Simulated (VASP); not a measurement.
Crystal: AlAs.

```
Al As
1.0
     0.00000    2.83856    2.83856
     2.83856    0.00000    2.83856
     2.83856    2.83856    0.00000
Al As
1 1
Direct
  0.00000 0.00000 0.00000
  0.25000 0.25000 0.25000
```

The cell is a database's computed one.

Base run:

- Program: VASP 6.6.1
- Functional: PBE
- Potentials or basis: VASP PAW PBE potentials, release 64 (Al, As)
- Cutoff: 300 eV
- k mesh: 10 × 10 × 10
- Occupations: gaussian, width 0.02 eV
- Spin: no spin polarisation

Its results: band gap on the k mesh 1.45 eV, indirect (least direct gap 1.99 eV).

Problem. The run is repeated on the same cell with these changes: functional from PBE to LDA; potentials or basis from VASP PAW PBE potentials, release 64 (Al, As) to VASP PAW LDA potentials, release 64 (Al, As); cutoff from 300 eV to 450 eV. What comes out?

Solution. Band gap on the k mesh 1.35 eV, indirect (least direct gap 1.82 eV).
